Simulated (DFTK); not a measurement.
# Sb under changes of volume

One of the cells (30.206 Å³/atom); the others are scaled copies at fixed shape and fractional positions:

```xyz
2
Lattice="2.1542 1.2437 3.7580 -2.1542 1.2437 3.7580 0.0000 -2.4875 3.7580" Properties=species:S:1:pos:R:3 pbc="T T T"
Sb    0.0000    0.0000    8.6416
Sb    0.0000    0.0000    2.6324
```

```yaml
Program: DFTK 0.8.2
Functional: r2SCAN
Potentials_or_basis: cp2k.nc.sr.pbe.v0_1.largecore.gth (PBE, GTH)
Cutoff: 952 eV
k_mesh: 5 × 5 × 5
Occupations: fermi-dirac, width 0.05 eV
Spin: no spin polarisation
```

```csv
volume (Å³/atom),energy over the lowest point (meV/atom),pressure (GPa),gap on the mesh (eV),largest force (eV/Å)
28.393,69.71,7.6,0.33,0.315
28.998,44.52,5.8,0.35,0.195
29.602,25.55,4.3,0.37,0.083
30.206,12.17,2.9,0.37,0.021
30.810,3.82,1.6,0.38,0.118
31.414,0.00,0.5,0.38,0.208
32.018,?,?,?,?
```

Q: What does the run at 32.018 Å³/atom give?

A: Energy over the lowest point 0.25 meV/atom; pressure -0.6 GPa; gap on the mesh 0.38 eV; largest force 0.293 eV/Å.

Worked out: A Birch-Murnaghan fit of order 3 (a polynomial in V^(-2/3)) to the other rows has its minimum at 31.67 Å³/atom, just outside them, with B0 = V·E''(V) = 55 GPa and B' = 4.3 at fixed shape and positions, which overstates the stiffness. It gives 0.28 meV/atom at 32.018 Å³/atom, against the run's 0.25, and -dE/dV = -0.6 GPa, against -0.6. A parabola through the other rows of the gap, of slope -0.338 eV per unit of ln V there, extrapolates to 0.38 eV, against the run's 0.38.

Energies are extrapolated to zero smearing.

Caveats: GTH potentials come without recommended cutoffs, and this one wasn't checked for convergence; the potentials were made for another functional, which shifts forces and pressure; spin-orbit coupling is left out, which moves the levels of the heavy elements; an odd mesh through Γ misses points on the zone boundary, where band edges often lie.
